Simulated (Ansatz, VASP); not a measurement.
**C (C (Fd-3m)) in two plane-wave programs**

Aim: how closely do two programs agree when they are given the same cell, functional and k mesh? The cell is taken from a series of runs on this material, whose earlier steps may have relaxed, scaled, displaced or heated it; both programs get it as it stands.

Program: Ansatz 0.2.0. Level of theory: plane waves, with VASP 6.6.1 beside it; relaxation of cell and atoms at PBE. Results are calculated unless marked as measured.

## Step 1: The structure

Symmetry: Fd-3m, No. 227, cubic system. Conventional cell: a = 3.560 Å, b = 3.560 Å, c = 3.560 Å, α = 90.00°, β = 90.00°, γ = 90.00°. Nearest to C lie 4 C at 1.54 Å.

## Step 2: VASP: relaxation of cell and atoms, PBE

The relaxed volume is the usual yardstick between codes: in a stiff, nearly cubic crystal its relative difference is about their pressure difference at one cell divided by the bulk modulus.

Lines of VASP's logs that name or quote its potential files are left out, and so is its time.

The input, INCAR:

```
SYSTEM = C
PREC = Accurate
ENCUT = 600
EDIFF = 1E-07
NELM = 120
ISMEAR = 0
SIGMA = 0.01
LREAL = .FALSE.
ALGO = Normal
GGA = PE
NBANDS = 10
LORBIT = 11
LWAVE = .FALSE.
LCHARG = .FALSE.
ISIF = 3
IBRION = 2
NSW = 80
EDIFFG = -0.005
LASPH = .TRUE.
GGA_COMPAT = .FALSE.
NELMIN = 4
EFERMI = MIDGAP
```

The input, POSCAR:

```
C
1.0
    0.0000000000      1.7800000000      1.7800000000
    1.7800000000      0.0000000000      1.7800000000
    1.7800000000      1.7800000000      0.0000000000
C
2
Direct
    0.0000000000      0.0000000000      0.0000000000
    0.2500000000      0.2500000000      0.2500000000
```

The input, KPOINTS:

```
Automatic mesh
0
Gamma
13 13 13
0 0 0
```

PAW data sets: C (PBE family, release 64).

On the command line:

```console
> mpirun -np 1 vasp_std
```

Numbers of over 12 decimals in the logs are rounded to 6 here.

The log of the run:

```text
[banner, memory and clock lines left out]
running    1 mpi-ranks, on    1 nodes
 distrk:  each k-point on    1 cores,    1 groups
 distr:  one band on    1 cores,    1 groups

 POSCAR found type information on POSCAR C
 POSCAR found :  1 types and       2 ions
 LDA part: xc-table for (Slater+PW92), standard interpolation
 POSCAR, INCAR and KPOINTS ok, starting setup
 FFT: planning ... GRIDC
 FFT: planning ... GRID_SOFT
 FFT: planning ... GRID
 WAVECAR not read
 entering main loop
       N       E                     dE             d eps       ncg     rms          rms(c)
DAV:   1     0.221247494395E+01    0.22125E+01   -0.53709E+03  1744   0.892E+02
DAV:   2    -0.184647450968E+02   -0.20677E+02   -0.19884E+02  2292   0.133E+02
DAV:   3    -0.188365130036E+02   -0.37177E+00   -0.37097E+00  1982   0.148E+01
DAV:   4    -0.188372114102E+02   -0.69841E-03   -0.69835E-03  1858   0.730E-01
DAV:   5    -0.188372123298E+02   -0.91959E-06   -0.91959E-06  1894   0.255E-02    0.557E+00
DAV:   6    -0.183505245286E+02    0.48669E+00   -0.27122E-01  1760   0.391E+00    0.332E+00
DAV:   7    -0.181867553014E+02    0.16377E+00   -0.32716E-01  1850   0.436E+00    0.760E-01
DAV:   8    -0.181885058986E+02   -0.17506E-02   -0.78930E-03  1752   0.720E-01    0.434E-02
DAV:   9    -0.181885395097E+02   -0.33611E-04   -0.64925E-05  2068   0.691E-02    0.236E-02
DAV:  10    -0.181885593809E+02   -0.19871E-04   -0.15646E-05  1752   0.382E-02    0.500E-03
DAV:  11    -0.181885594223E+02   -0.41423E-07   -0.20438E-07  2164   0.446E-03
   1 F= -.18188559E+02 E0= -.18188559E+02  d E =-.181886E+02
 curvature:   0.00 expect dE= 0.000E+00 dE for cont linesearch  0.000E+00
 trial: gam= 0.00000 g(F)=  0.222E-47 g(S)=  0.667E-02 ort = 0.000E+00 (trialstep = 0.100E+01)
 search vector abs. value=  0.667E-02
 bond charge predicted
       N       E                     dE             d eps       ncg     rms          rms(c)
DAV:   1    -0.181899349511E+02   -0.13756E-02   -0.13183E-01  1798   0.318E+00    0.331E-01
DAV:   2    -0.181884406625E+02    0.14943E-02   -0.15588E-03  1786   0.339E-01    0.186E-01
DAV:   3    -0.181878028464E+02    0.63782E-03   -0.10083E-03  1774   0.232E-01    0.252E-02
DAV:   4    -0.181878016685E+02    0.11778E-05   -0.13235E-05  1818   0.347E-02    0.207E-02
DAV:   5    -0.181877986376E+02    0.30309E-05   -0.71437E-07  1786   0.926E-03    0.198E-03
DAV:   6    -0.181877983929E+02    0.24476E-06   -0.20897E-08   936   0.167E-03    0.116E-03
DAV:   7    -0.181877983636E+02    0.29279E-07   -0.18523E-09   846   0.422E-04
   2 F= -.18187798E+02 E0= -.18187798E+02  d E =0.761059E-03
 trial-energy change:    0.000761  1 .order    0.000708   -0.006672    0.008088
 step:   0.4467(harm=  0.4520)  dis= 0.00000  next Energy=   -18.190045 (dE=-0.149E-02)
 bond charge predicted
       N       E                     dE             d eps       ncg     rms          rms(c)
DAV:   1    -0.181906848455E+02   -0.28865E-02   -0.40679E-02  1810   0.178E+00    0.184E-01
DAV:   2    -0.181902280901E+02    0.45676E-03   -0.48487E-04  1796   0.190E-01    0.103E-01
DAV:   3    -0.181900382159E+02    0.18987E-03   -0.31014E-04  1772   0.129E-01    0.144E-02
DAV:   4    -0.181900382904E+02   -0.74529E-07   -0.39671E-06  1812   0.190E-02    0.117E-02
DAV:   5    -0.181900381905E+02    0.99945E-07   -0.21837E-07  1780   0.514E-03
   3 F= -.18190038E+02 E0= -.18190038E+02  d E =-.147877E-02
 curvature:  -0.23 expect dE=-0.151E-08 dE for cont linesearch -0.151E-08
 trial: gam= 0.00000 g(F)=  0.864E-47 g(S)=  0.670E-08 ort =-0.669E-05 (trialstep = 0.889E+00)
 search vector abs. value=  0.680E-08
 reached required accuracy - stopping structural energy minimisation
```

From OUTCAR (step 2):

```text
ion  position               nearest neighbor table
   1  0.000  0.000  0.000-   2 1.54   2 1.54   2 1.54   2 1.54
   2  0.250  0.250  0.250-   1 1.54   1 1.54   1 1.54   1 1.54

  LATTYP: Found a face centered cubic cell.
 ALAT       =     3.5600000000

 Subroutine GETGRP returns: Found 48 space group operations
 (whereof 24 operations were pure point group operations)

The static configuration has the point symmetry T_d .
 The point group associated with its full space group is O_h .

 Found     84 irreducible k-points:

   k-points           NKPTS =     84   k-points in BZ     NKDIM =     84   number of bands    NBANDS=     10

   dimension x,y,z NGX =    20 NGY =   20 NGZ =   20
   dimension x,y,z NGXF=    40 NGYF=   40 NGZF=   40

   ENCUT  =  600.0 eV  44.10 Ry    6.64 a.u.   5.03  5.03  5.03*2*pi/ulx,y,z

   NELECT =       8.0000    total number of electrons

 k-points in reciprocal lattice and weights: Automatic mesh
   0.00000000  0.00000000  0.00000000       0.000
   0.07692308  0.00000000  0.00000000       0.004
   0.15384615  0.00000000  0.00000000       0.004
   0.23076923  0.00000000  0.00000000       0.004
   0.30769231  0.00000000  0.00000000       0.004
   0.38461538  0.00000000  0.00000000       0.004
   0.46153846  0.00000000  0.00000000       0.004
   0.07692308  0.07692308  0.00000000       0.003
   0.15384615  0.07692308  0.00000000       0.011
[...]
-0.30769231  0.46153846  0.15384615       0.011
  -0.30769231  0.46153846  0.23076923       0.011

 average (electrostatic) potential at core
       1 -45.4462       2 -45.4462

 E-fermi :  11.7358

 k-point     1 :       0.0000    0.0000    0.0000
  band No.  band energies     occupation
      1     -11.7521      2.00000
      2       9.6690      2.00000
      3       9.6690      2.00000
      4       9.6690      2.00000
      5      15.2479      0.00000
      6      15.2479      0.00000
      7      15.2479      0.00000
      8      22.9060      0.00000
      9      28.9115      0.00000
    ...

 k-point     2 :       0.0769    0.0000    0.0000
  band No.  band energies     occupation
      1     -11.5889      2.00000
      2       8.6073      2.00000
      3       9.3916      2.00000
      4       9.3916      2.00000
      5      15.6112      0.00000
      6      15.6112      0.00000
      7      15.8720      0.00000
      8      23.0489      0.00000
      9      29.1870      0.00000
    ...

 k-point     3 :       0.1538    0.0000    0.0000
  band No.  band energies     occupation
      1     -11.1003      2.00000
      2       6.3461      2.00000
      3       8.7657      2.00000
      4       8.7657      2.00000
      5      16.4349      0.00000
      6      16.4349      0.00000
      7      16.8877      0.00000
      8      23.4654      0.00000
      9      29.7998      0.00000
    ...

  Total       -0.0003043     -0.0003043     -0.0003043     -0.0000000      0.0000000     -0.0000000
  in kB       -0.0427960     -0.0427960     -0.0427960     -0.0000000      0.0000000     -0.0000000
  external PRESSURE =      -0.0427960 kB  Pullay stress =       0.0000000 kB

  energy-cutoff  :      600.00
  volume of cell :       11.39
      direct lattice vectors                 reciprocal lattice vectors
     0.000000000  1.785823959  1.785823959    -0.279982804  0.279982804  0.279982804
     1.785823959  0.000000000  1.785823959     0.279982804 -0.279982804  0.279982804
     1.785823959  1.785823959 -0.000000000     0.279982804  0.279982804 -0.279982804

 POSITION                                       TOTAL-FORCE (eV/Angst)
 -----------------------------------------------------------------------------------
      0.00000      0.00000     -0.00000         0.000000      0.000000      0.000000
      0.89291      0.89291      0.89291        -0.000000     -0.000000     -0.000000
 -----------------------------------------------------------------------------------
    total drift:                                0.000000      0.000000      0.000000

  FREE ENERGIE OF THE ION-ELECTRON SYSTEM (eV)
  ---------------------------------------------------
  free  energy   TOTEN  =       -18.1900381905 eV

  energy  without entropy=      -18.1900381905  energy(sigma->0) =      -18.19003819

 reached required accuracy - stopping structural energy minimisation

 total charge
# of ion       s       p       d       tot
------------------------------------------
    1        0.827   1.744   0.000   2.571
    2        0.827   1.744   0.000   2.571
--------------------------------------------------
tot          1.654   3.489   0.000   5.142

[... 3 further parts left out ...]
```

The gap is read on the k-mesh alone, so it is an upper bound where the band edges lie off the mesh. The run keeps the 48 symmetry operations of its start, so it cannot find a distortion of lower symmetry.

## Step 3: Ansatz: relaxation of cell and atoms, PBE

Ansatz runs on its PAW soft_1 files.

The same cell, functional and mesh now go to Ansatz.

The input, input.yaml:

```yaml
crystal:
  lattice:
    - [0.0, 1.78, 1.78]
    - [1.78, 0.0, 1.78]
    - [1.78, 1.78, 0.0]
  atoms:
    - { symbol: C, position: [0.0, 0.0, 0.0] }
    - { symbol: C, position: [0.25, 0.25, 0.25] }
basis:
  ecutwfc: 420
  xc_grid: 2
hamiltonian:
  xc: pbe
  pseudopotentials: { kind: paw, azcp: { folder: soft_1 } }
kpoints:
  mp_grid: { grid: [13, 13, 13] }
scf:
  occupations: { method: fixed }
  max_iter: 100
relax:
  f_tol: 0.005
  max_steps: 60
  cell: {}
output:
  forces: true
  stress: true
checkpoint:
  write: "../cell.run"
  compress: false
  write_wavefunctions: false
  write_every: 100000
```

On the command line:

```console
> ansatz run input.yaml --threads 4 --pin off --max-ram 7536MiB --backend cpu --events-out ev --progress --plain --runs-dir out
```

The log of the run:

```text
Engine: ansatz 0.2.0, aarch64-unknown-linux-gnu
Pseudopotentials: kind: paw
Pseudopotential: C, paw, valence charge 4, recommended cutoff 420 eV (normal), soft_1/C.paw.azcp
Functional definition: PBE
  parameter kappa = 0.804
  parameter beta = 0.066725
  exchange = pbe_x(kappa = kappa, mu = beta*pi^2/3)
  correlation = pbe_c(beta = beta)
Crystal: 2 atoms, lattice volume = 11.280 Å³
Basis set: ecut = 420 eV, 229 PW (Γ), exchange–correlation on 36×36×36 points (8 copies of the dense FFT grid, shifted against one another)
Bands: 8, of which v1, the nominal top of the filled ones, is band 4 counted from 1 (3 counted from 0)
Symmetry: 48 space group operations
Space group: Fd-3m (ITA 227), of the structure as read, at distance tolerance 2.2e-5 Å
k-points: 84 of 2197
Non-local potential: C, projectors of the file, l = 0: 2, l = 1: 2, l = 2: 1
PAW form: soft (Blöchl's): semilocal exchange-correlation on the pseudo side does not see the compensation charge
PAW one-centre angular grid: C, 110 points (default); XC on 64 Gauss nodes
Initial density: superposition of atomic densities (chi_scale 0.1, normalization cell)
Initial wavefunctions: pseudopotential atomic-orbital guess
Functional: x = pbe(κ = 0.804, μ = 0.219515), c = pbe(β = 0.066725)
SCF iter   1: F=—  HF=-502.176469 eV  |F-HF|=—  |Δ(HF+E_count)|=         —  Δρ=1.40e-1  dr2=1.56e0  ethr=3.10e-3  ⟨swp⟩=3.9  Hψ=3898  notcnv=0  defer=133
preconditioner: auto → none  [insulator: Δε(μ)=4.852 eV  Ē_g=19.701 eV  n_scr=0 (ndim 8)  ℏωp=31.3 eV  f_vac=0.000  ε∞_Penn≈3.5]
SCF iter   2: F=—  HF=-501.666007 eV  |F-HF|=—  |Δ(HF+E_count)|=   5.10e-1  Δρ=5.60e-2  dr2=2.20e-1  ethr=3.10e-3  ⟨swp⟩=2.6  Hψ=1828  notcnv=0  defer=130
SCF iter   3: F=—  HF=-501.612809 eV  |F-HF|=—  |Δ(HF+E_count)|=   5.32e-2  Δρ=5.97e-3  dr2=1.29e-3  ethr=2.75e-3  ⟨swp⟩=3.0  Hψ=1201  notcnv=0  defer=143
SCF iter   4: F=—  HF=-501.613314 eV  |F-HF|=—  |Δ(HF+E_count)|=   5.05e-4  Δρ=2.69e-4  dr2=3.36e-6  ethr=1.61e-5  ⟨swp⟩=2.9  Hψ=1028  notcnv=0  defer=165
SCF iter   5: F=—  HF=-501.613316 eV  |F-HF|=—  |Δ(HF+E_count)|=   2.02e-6  Δρ=3.75e-5  dr2=3.75e-8  ethr=1.25e-9  ⟨swp⟩=4.9  Hψ=2198  notcnv=0
SCF iter   6: F=-501.613316 eV  HF=-501.613316 eV  |F-HF|=1.25e-10  |Δ(HF+E_count)|=   7.29e-8  Δρ=4.50e-6  dr2=7.01e-10  ethr=4.69e-10  ⟨swp⟩=2.1  Hψ=2291  notcnv=0
SCF 1 converged in 6 iterations: F = -501.613316 eV  dr2 = 7.01e-10
  greatest PAW one-centre occupation: 0.647 electrons in one spin orbital (limit 2), on the C atom at site 1 (counted from 0), in its partial waves of l = 0
relax step   1: F+E_penalty+E_count = -501.61331614 eV  Δ(F+E_penalty+E_count) = +0.000e0 eV  max|allowed force component| = 1.850e-17 eV/Å  Δτ_max = 0.0000 Å  P = +4.312 GPa  Ω = 11.280 Å³  (6 SCF iters, dr2 threshold 1.00e-7 eV, accepted)
[...]
relax step   2: F+E_penalty+E_count = -501.61430472 eV  Δ(F+E_penalty+E_count) = -9.886e-4 eV  max|allowed force component| = 8.558e-17 eV/Å  Δτ_max = 0.0000 Å  P = +1.682 GPa  Ω = 11.346 Å³  energy of the carried Pulay correction = -2.440e-4 eV  (4 SCF iters, dr2 threshold 2.00e-7 eV, accepted)
[...]
relax step   3: F+E_penalty+E_count = -501.61437365 eV  Δ(F+E_penalty+E_count) = -6.893e-5 eV  max|allowed force component| = 1.110e-16 eV/Å  Δτ_max = 0.0000 Å  P = +0.016 GPa  Ω = 11.388 Å³  energy of the carried Pulay correction = -4.007e-4 eV  (3 SCF iters, dr2 threshold 2.00e-7 eV, accepted)
[...]
relax step   4: F+E_penalty+E_count = -501.61474519 eV  Δ(F+E_penalty+E_count) = -3.715e-4 eV  max|allowed force component| = 1.758e-16 eV/Å  Δτ_max = 0.0000 Å  P = +0.085 GPa  Ω = 11.388 Å³  stress off target by 8.52e-2 GPa  SCF on the basis re-selected at this cell (its energy is not comparable with the rows above)  (4 SCF iters)
[...]
relax step   5: F+E_penalty+E_count = -501.61473760 eV  Δ(F+E_penalty+E_count) = +7.591e-6 eV  max|allowed force component| = 1.665e-16 eV/Å  Δτ_max = 0.0000 Å  P = +0.001 GPa  Ω = 11.390 Å³  energy of the carried Pulay correction = -8.183e-6 eV  (3 SCF iters, dr2 threshold 1.82e-8 eV, accepted)
[...]
relax step   6: F+E_penalty+E_count = -501.61473760 eV  Δ(F+E_penalty+E_count) = -1.535e-11 eV  max|allowed force component| = 1.018e-16 eV/Å  Δτ_max = 0.0000 Å  P = +0.002 GPa  Ω = 11.390 Å³  stress off target by 1.71e-3 GPa  SCF on the basis re-selected at this cell (its energy is not comparable with the rows above)  (3 SCF iters)
basis re-selected at this cell: Δ(F+E_penalty+E_count) = -1.535e-11 eV, ΔP = +0.000 GPa vs the last step (what re-selecting the basis moved, of the pressure what is left beyond the Pulay correction that the steps carried, after the strain that the cell walked since its last selection, with what the two solves' SCF thresholds leave and, on support functions, any second-order correction that the steps lacked; it is no  [...]
SCF converged after 3 iterations
Free energy (F): -501.614738 eV
Harris-Foulkes:  -501.614738 eV  (|F-HF|=2.27e-13)
Internal energy: -501.614738 eV  (E = F + TS)
E sigma→0 (E₀):  -501.614738 eV
Fermi energy:    13.273084 eV
--- Per-component energies (eV) ---
  E_band       = 34.543546
  E_kinetic    = 179.497858
  E_local      = -110.703025  (includes V_loc(G=0)·N_el)
  E_nonlocal   = 45.793945
  E_hartree    = 26.521450
  E_xc         = -95.355014
  E_vxc        = -117.761398  (∫ρ·V_xc dr)
  E_paw        = -199.884175  (= ΣΔE_a)
  E_vpaw       = -15.326772  (= ΣTr[D̂ρ^β])
  E_aug_tail   = 0.000043  (compensation charges beyond the density's cutoff)
  E_ewald      = -347.485820
  E_smearing   = -0.000000  (= −TS)
  E_closure    = -0.000000  (closes the sum)
  Σ components = -501.614738   (vs F -501.614738, Δ=0.00e0)
--- Forces (eV/Å), atoms counted from 1 ---
  atom   1  C      0.00000000     0.00000000    -0.00000000
  atom   2  C     -0.00000000     0.00000000    -0.00000000
  max |Σ_I F_I| component: 1.13e-16 eV/Å
--- Stress (GPa, compression-positive) ---
        0.001711      -0.000000      -0.000000
       -0.000000       0.001711      -0.000000
       -0.000000      -0.000000       0.001711
  P = ⅓ Tr σ = 0.0017 GPa (0.017 kbar)
--- Relaxed structure (4 steps of the walk, 4 accepted, 2 SCFs on fresh bases) ---
  F+E_penalty+E_count = -501.61473760 eV   max|allowed force component| = 1.018e-16 eV/Å   (the final SCF, on the basis selected at the relaxed cell)
  cell:  # Å, volume = 11.3903 Å³
    - [0, 1.785811, 1.785811]
    - [1.785811, 0, 1.785811]
    - [1.785811, 1.785811, 0]
  atoms:
    - { symbol: C, position: [0, 0, 0] }
    - { symbol: C, position: [0.250000, 0.250000, 0.250000] }
```

The column dr2 measures how far the density is from self-consistency, as an energy; F and HF (Harris–Foulkes) agree once it is small.

## Step 4: Side by side

Known differences besides the potentials themselves: fixed occupations in Ansatz, narrow Gaussian smearing in VASP; the cutoff is 420 eV in Ansatz and 600 eV in VASP; Ansatz adds a Pulay correction to the stress that steers its cell, VASP none. Total energies have different zeros and are not compared.

Both answers:

```
                                         quantity  Ansatz   VASP  difference
                                      volume (Å³)   11.39  11.39     +0.00 %
edge a after relaxation, in the typed setting (Å)   2.526  2.526     +0.00 %
```

## Step 5: Summary of results

| Property | Result |
| --- | --- |
| difference in volume (relaxation of cell and atoms, PBE) | -0.0022 % |

The difference in volume is -0.0022 % (relaxation of cell and atoms, PBE), within the 1.2 % picked in this series as the mark of a large difference, as far as the stopping tolerances let one tell. Such differences can come from data sets, numerical settings and the points named under the comparisons, not from the functional's error against experiment.

[Lines on the potential files, build, host, timing and source positions are cut from VASP's logs without a mark.]

[Logs are printed without paths, hosts, clocks, repeated set-up lines and the standing remarks that a program may print on its own settings, such as how far it seeks lower states.]

[Hosts, paths, dates, database ids (printed as entryN), source tags and the programs' standing remarks are cut or masked in the printed files.]
